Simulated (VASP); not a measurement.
# Ti in VASP: single point with r2SCAN+rVV10

Aim: the single point of Ti with r2SCAN+rVV10.

Program: VASP 6.6.1. These are calculated values, not measurements. Logs are shortened: lines on timing, memory, paths and dates and some standing lists are left out, and cuts for length are marked.

## 1. The slab as given

The cell holds a slab with vacuum, 4 atoms: a = 2.924 Å, b = 2.924 Å, c = 28.382 Å, α = 90.00°, β = 90.00°, γ = 120.00°.

The cell was built by a generator and needn't be a form met in nature.

## 2. Single point, r2SCAN+rVV10

POSCAR reads:

```
Ti
1.0
    2.9239437779      0.0000000000      0.0000000000
   -1.4619718890      2.5322095909      0.0000000000
    0.0000000000      0.0000000000     28.3821819660
Ti
4
Direct
    0.3333333333      0.6666666667      0.2114002372
    0.6666666667      0.3333333333      0.2871045559
    0.3333333333      0.6666666667      0.3727253332
    0.6666666667      0.3333333333      0.4507869071
```

INCAR.step1 reads:

```
SYSTEM = Ti
PREC = Accurate
ENCUT = 520
ISMEAR = 1
SIGMA = 0.1
LREAL = .FALSE.
LASPH = .TRUE.
NELM = 100
LDIPOL = .TRUE.
IDIPOL = 3
DIPOL = 0.5 0.5 0.331
NBANDS = 32
GGA = PE
ALGO = Normal
EDIFF = 1E-4
LWAVE = .TRUE.
LCHARG = .FALSE.
```

INCAR.step2 reads:

```
SYSTEM = Ti
PREC = Accurate
ENCUT = 520
EDIFF = 1E-6
ISMEAR = 1
SIGMA = 0.1
LREAL = .FALSE.
LASPH = .TRUE.
NELM = 100
ALGO = Normal
ISIF = 2
LWAVE = .FALSE.
LCHARG = .FALSE.
LDIPOL = .TRUE.
IDIPOL = 3
DIPOL = 0.5 0.5 0.331
METAGGA = R2SCAN
LMIXTAU = .TRUE.
LUSE_VDW = .TRUE.
IVDW_NL = 2
BPARAM = 11.95
CPARAM = 0.0093
NBANDS = 32
ISTART = 1
```

KPOINTS reads:

```
regular mesh
0
G
  15 15 1
  0 0 0
```

Potentials or basis: VASP PAW PBE potentials, release 64 (Ti_sv).

Started as:

```
cat potpaw_PBE.64/Ti_sv/POTCAR > POTCAR
cp INCAR.step1 INCAR
mpirun -np 1 vasp_std > vasp.out
cp INCAR.step2 INCAR
mpirun -np 1 vasp_std > vasp.out
```

OUTCAR:

```text
SYSTEM = Ti
   PREC = Accurate
   ENCUT = 520
   EDIFF = 1E-6
   ISMEAR = 1
   LREAL = .FALSE.
   LASPH = .TRUE.
   NELM = 100
   ISIF = 2
   METAGGA = R2SCAN
   IVDW_NL = 2
   BPARAM = 11.95
   ISTART = 1

 ion  position               nearest neighbor table
   1  0.333  0.667  0.211-   2 2.73   2 2.73   2 2.73
   2  0.667  0.333  0.287-   1 2.73   1 2.73   1 2.73
   3  0.333  0.667  0.373-   4 2.79   4 2.79   4 2.79
   4  0.667  0.333  0.451-   3 2.79   3 2.79   3 2.79

  LATTYP: Found a hexagonal cell.
 ALAT       =     2.9239437779
 C/A-ratio  =     9.7068152201

  Lattice vectors:

 A1 = (   2.9239437779,   0.0000000000,   0.0000000000)
 A2 = (  -1.4619718890,   2.5322095909,   0.0000000000)
 A3 = (   0.0000000000,   0.0000000000,  28.3821819660)

Analysis of symmetry for initial positions (statically):
=====================================================================
 Subroutine PRICEL returns:
 Original cell was already a primitive cell.

 Routine SETGRP: Setting up the symmetry group for a
 hexagonal supercell.

 Subroutine GETGRP returns: Found  6 space group operations
 (whereof  6 operations were pure point group operations)
 out of a pool of 24 trial point group operations.

The static configuration has the point symmetry C_3v.

Analysis of symmetry for dynamics (positions and initial velocities):
=====================================================================
 Subroutine PRICEL returns:
 Original cell was already a primitive cell.

 Routine SETGRP: Setting up the symmetry group for a
 hexagonal supercell.

 Subroutine GETGRP returns: Found  6 space group operations
 (whereof  6 operations were pure point group operations)
 out of a pool of 24 trial point group operations.

The dynamic configuration has the point symmetry C_3v.

 Subroutine INISYM returns: Found  6 space group operations
 (whereof  6 operations are pure point group operations),
 and found     1 'primitive' translations

----------------------------------------------------------------------------------------

                                     Primitive cell

  volume of cell :     210.1428

  direct lattice vectors                    reciprocal lattice vectors
     2.923943778  0.000000000  0.000000000     0.342003840  0.197456009  0.000000000
    -1.461971889  2.532209591  0.000000000     0.000000000  0.394912018  0.000000000
     0.000000000  0.000000000 28.382181966     0.000000000  0.000000000  0.035233373

  length of vectors
     2.923943778  2.923943778 28.382181966     0.394912018  0.394912018  0.035233373

  position of ions in fractional coordinates (direct lattice)
     0.333333333  0.666666667  0.211400237
     0.666666667  0.333333333  0.287104556
     0.333333333  0.666666667  0.372725333
     0.666666667  0.333333333  0.450786907

  ion indices of the primitive-cell ions
   primitive index   ion index
                 1           1
                 2           2
                 3           3
                 4           4

----------------------------------------------------------------------------------------

 KPOINTS: regular mesh

Automatic generation of k-mesh.
 Grid dimensions read from file:
 generate k-points for:   15   15    1

 Generating k-lattice:

  Cartesian coordinates                     Fractional coordinates (reciprocal lattice)
     0.022800256  0.013163734  0.000000000     0.066666667  0.000000000  0.000000000
     0.000000000  0.026327468  0.000000000     0.000000000  0.066666667  0.000000000
     0.000000000  0.000000000  0.035233373     0.000000000  0.000000000  1.000000000

  Length of vectors
     0.026327468  0.026327468  0.035233373

  Shift w.r.t. Gamma in fractional coordinates (k-lattice)
     0.000000000  0.000000000  0.000000000

 Subroutine IBZKPT returns following result:
 ===========================================

 Found     27 irreducible k-points:

 Following reciprocal coordinates:
            Coordinates               Weight
  0.000000  0.000000  0.000000      1.000000
  0.066667 -0.000000  0.000000      6.000000
  0.133333  0.000000  0.000000      6.000000
  0.200000  0.000000  0.000000      6.000000
  0.266667  0.000000  0.000000      6.000000
  0.333333 -0.000000  0.000000      6.000000
[... 16 lines left out ...]
  0.333333  0.200000  0.000000     12.000000
  0.400000  0.200000  0.000000      6.000000
 [... further k-points ...]
   k-points           NKPTS =     27   k-points in BZ     NKDIM =     27   number of bands    NBANDS=     32
   number of dos      NEDOS =    301   number of ions     NIONS =      4
   total plane-waves  NPLWV = 124416
   dimension x,y,z NGX =    24 NGY =   24 NGZ =  216
   dimension x,y,z NGXF=    48 NGYF=   48 NGZF=  432
   ions per type =               4
   NGX,Y,Z   is equivalent  to a cutoff of  13.65, 13.65, 12.65 a.u.
   NGXF,Y,Z  is equivalent  to a cutoff of  27.29, 27.29, 25.30 a.u.
 SYSTEM =  Ti
   PREC   = accura    normal or accurate (medium, high low for compatibility)
   ISTART =      1    job   : 0-new  1-cont  2-samecut
   ICHARG =      0    charge: 1-file 2-atom 10-const
   ISPIN  =      1    spin polarized calculation?
   LNONCOLLINEAR =      F non collinear calculations
   LSORBIT =      F    spin-orbit coupling
   LASPH  =      T    aspherical Exc in radial PAW
   ENCUT  =  520.0 eV  38.22 Ry    6.18 a.u.   5.44  5.44 52.77*2*pi/ulx,y,z
   NELM   =    100;   NELMIN=  2; NELMDL=  0     # of ELM steps
   EDIFF  = 0.1E-05   stopping-criterion for ELM
   LREAL  =      F    real-space projection
   EDIFFG = 0.1E-04   stopping-criterion for IOM
   NSW    =      0    number of steps for IOM
   IBRION =     -1    ionic relax: 0-MD 1-quasi-New 2-CG
   NFREE  =      0    steps in history (QN), initial steepest desc. (CG)
   ISIF   =      2    stress and relaxation
   ISYM   =      2    0-nonsym 1-usesym 2-fastsym
   POTIM  = 0.5000    time-step for ionic-motion
   TEBEG  =    0.0;   TEEND  =   0.0 temperature during run
   PSTRESS=    0.0 pullay stress
   NELECT =      48.0000    total number of electrons
   NUPDOWN=      -1.0000    fix difference up-down
   EMIN   =  10.00;   EMAX   =-10.00  energy-range for DOS
   EFERMI =   0.00;   METHOD = LEGACY
   ISMEAR =     1;   SIGMA  =   0.10  broadening in eV -4-tet -1-fermi 0-gaus
   EFERMI_NEDOS =   21; number of points for ismear=-14 and -15
   IALGO  =     38    algorithm
   IMIX   =      4    mixing-type and parameters
     AMIX     =   0.40;   BMIX     =  1.00
     AMIX_MAG =   1.60;   BMIX_MAG =  1.00
  volume/ion in A,a.u.               =      52.54       354.53
  Fermi-wavevector in a.u.,A,eV,Ry     =   1.000730  1.891106 13.625709  1.001461
  Thomas-Fermi vector in A             =   2.133106
   LORBIT       =      0    0 simple, 1 ext, 2 COOP (PROOUT), +10 PAW based schemes
   METAGGA = R2SCAN    functional components
   LHFCALC =     F    Hartree Fock is set to
   AEXX    =    0.0000 exact exchange contribution
   IVDW_NL    =     2    kernel type
   BPARAM     =11.9500
   IVDW    =     0    specifies the selected vdW correction
   LEPSILON=     F    determine dielectric tensor
   LRPA    =     F    only Hartree local field effects (RPA)
 non-spin polarized calculation
 Methfessel and Paxton  Order N= 1 SIGMA  =   0.10
  energy-cutoff  :      520.00
  volume of cell :      210.14
 maximum number of plane-waves:      5771
 NGX is ok and might be reduce to    24
   NGX = 11   NGY = 11   NGZ =105

 dipolmoment           0.000000      0.000000     -0.002999 electrons x Angstroem

 number of electron      47.9999988 magnetization

 dipolmoment           0.000000      0.000000      0.002735 electrons x Angstroem

 Free energy of the ion-electron system (eV)
  ---------------------------------------------------
  ext. energy  EPLUGINS =         0.00000000
  ---------------------------------------------------
  free energy    TOTEN  =       -48.47243740 eV

  energy without entropy =      -48.47467880  energy(sigma->0) =      -48.47318453

 E-fermi :  -0.2661     XC(G=0):  -4.7588

 val. band max:       -0.2812723051   @ k =   0.3333   0.0667   0.0000
 cond. band min:      -0.2403070816   @ k =   0.3333   0.2000   0.0000
 fundamental gap:      0.0409652235
 Fermi energy:        -0.2660675643

 k-point     1 :       0.0000    0.0000    0.0000
  band No.  band energies     occupation
      1     -59.5622      2.00000
      2     -59.5185      2.00000
      3     -59.3486      2.00000
      4     -59.2777      2.00000
      5     -35.0392      2.00000
      6     -34.9529      2.00000
[... 24 lines left out ...]
     31       0.8974     -0.00000
     32       0.8974     -0.00000

 k-point     2 :       0.0667   -0.0000    0.0000
  band No.  band energies     occupation
      1     -59.5583      2.00000
      2     -59.5144      2.00000
      3     -59.3454      2.00000
      4     -59.2752      2.00000
      5     -35.0310      2.00000
      6     -34.9488      2.00000
[... 24 lines left out ...]
     31       0.8554     -0.00000
     32       0.9399     -0.00000

 k-point     3 :       0.1333    0.0000    0.0000
  band No.  band energies     occupation
      1     -59.5472      2.00000
      2     -59.5026      2.00000
      3     -59.3363      2.00000
      4     -59.2682      2.00000
      5     -35.0078      2.00000
      6     -34.9378      2.00000
[... 24 lines left out ...]
     31       0.9328     -0.00000
     32       1.0103     -0.00000

 k-point     4 :       0.2000    0.0000    0.0000
  band No.  band energies     occupation
      1     -59.5308      2.00000
      2     -59.4852      2.00000
      3     -59.3229      2.00000
      4     -59.2582      2.00000
      5     -34.9742      2.00000
      6     -34.9243      2.00000
[... 24 lines left out ...]
     31       1.2568     -0.00000
     32       1.3089     -0.00000

 k-point     5 :       0.2667    0.0000    0.0000
  band No.  band energies     occupation
      1     -59.5119      2.00000
      2     -59.4650      2.00000
      3     -59.3073      2.00000
      4     -59.2468      2.00000
      5     -34.9396      2.00000
      6     -34.9156      2.00000
[... 584 lines left out ...]
     31       1.8180      0.00000
     32       1.8936      0.00000

 k-point    22 :       0.2667    0.2000    0.0000
  band No.  band energies     occupation
      1     -59.4760      2.00000
      2     -59.4263      2.00000
      3     -59.2771      2.00000
      4     -59.2262      2.00000
      5     -34.9218      2.00000
      6     -34.9033      2.00000
[... 24 lines left out ...]
     31       1.9512      0.00000
     32       2.1556      0.00000

 k-point    23 :       0.3333    0.2000    0.0000
  band No.  band energies     occupation
      1     -59.4668      2.00000
      2     -59.4164      2.00000
      3     -59.2693      2.00000
      4     -59.2213      2.00000
      5     -34.9349      2.00000
      6     -34.9116      2.00000
[... 24 lines left out ...]
     31       2.0414      0.00000
     32       2.4635      0.00000

 k-point    24 :       0.4000    0.2000    0.0000
  band No.  band energies     occupation
      1     -59.4636      2.00000
      2     -59.4129      2.00000
      3     -59.2665      2.00000
      4     -59.2196      2.00000
      5     -34.9412      2.00000
      6     -34.9146      2.00000
[... 24 lines left out ...]
     31       2.0936      0.00000
     32       2.6461      0.00000

 [... further k-points ...]

------------------------ aborting loop because EDIFF is reached ----------------------------------------

 vacuum level on the upper side and lower side of the slab       (xc-potential included)         0.074        -0.004

  FORCE on cell =-STRESS in cart. coord.  units (eV):
  Direction    XX          YY          ZZ          XY          YZ          ZX
  --------------------------------------------------------------------------------------
  -------------------------------------------------------------------------------------
  Total       -0.5265260     -0.5265260     -0.5577070      0.0000000     -0.0000000      0.0000000
  in kB       -4.0143563     -4.0143563     -4.2520883      0.0000000     -0.0000000      0.0000000
  external PRESSURE =      -4.0936003 kB  Pullay stress =       0.0000000 kB

 VOLUME and BASIS-vectors are now :
 -----------------------------------------------------------------------------
  energy-cutoff  :      520.00
  volume of cell :      210.14
      direct lattice vectors                 reciprocal lattice vectors
     2.923943778  0.000000000  0.000000000     0.342003840  0.197456009  0.000000000
    -1.461971889  2.532209591  0.000000000     0.000000000  0.394912018  0.000000000
     0.000000000  0.000000000 28.382181966     0.000000000  0.000000000  0.035233373

 POSITION                                       TOTAL-FORCE (eV/Angst)
 -----------------------------------------------------------------------------------
     -0.00000      1.68814      6.00000        -0.000000     -0.000000     -0.046150
      1.46197      0.84407      8.14865        -0.000000      0.000000      0.027087
     -0.00000      1.68814     10.57876        -0.000000     -0.000000      0.314811
      1.46197      0.84407     12.79432         0.000000      0.000000     -0.295748
 -----------------------------------------------------------------------------------
    total drift:                                0.000000     -0.000000     -0.000599

  FREE ENERGIE OF THE ION-ELECTRON SYSTEM (eV)
  ---------------------------------------------------
  free  energy   TOTEN  =       -48.4724374026 eV

  energy  without entropy=      -48.4746787988  energy(sigma->0) =      -48.47318453

 vacuum level on the upper side and lower side of the slab         4.514         4.442
```

It took 22 min on 1 thread of Intel Xeon 6975P-C (Granite Rapids), shared host; peak memory 0.89 GiB.

Results:

| Property | Result |
| --- | --- |
| Free energy | -48.4724 eV |
| Largest force | 0.315 eV/Å |
| Band gap on the k mesh | none (metal or under the smearing width) |

Forces on the atoms (eV/Å):
```
Ti   0.000  0.000 -0.046
Ti   0.000  0.000  0.027
Ti   0.000  0.000  0.315
Ti   0.000  0.000 -0.296
```

Caveat: the PAW data sets were made with another functional, which shifts forces and pressure a little.
